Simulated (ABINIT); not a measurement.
TiSe:

```
Se Ti
1.0
     3.55900    0.00000    0.00000
    -1.77950    3.08218    0.00000
     0.00000    0.00000    6.22000
Se Ti
2 2
Direct
  0.66667 0.33333 0.75000
  0.33333 0.66667 0.25000
  0.00000 0.00000 0.50000
  0.00000 0.00000 0.00000
```

Base run:

| Property | Result |
| --- | --- |
| Program | ABINIT 10.8.3 (patched build) |
| Functional | PBEsol |
| Potentials or basis | PseudoDojo NC SR PBEsol v0.4.1 standard |
| Cutoff | 1061 eV |
| k mesh | 7 × 7 × 4 |
| Occupations | fermi-dirac, width 0.05 eV |
| Spin | no spin polarisation |

Its results: band gap on the k mesh none (metal or under the smearing width); pressure -1.3 GPa.

Task: The run is repeated on the same cell with these changes: potentials or basis from PseudoDojo NC SR PBEsol v0.4.1 standard to PseudoDojo NC SR PBEsol v0.4 stringent; cutoff from 1061 eV to 1306 eV; valence electrons from 56 to 72. What comes out?

Result: Band gap on the k mesh none (metal or under the smearing width); pressure -2.4 GPa.
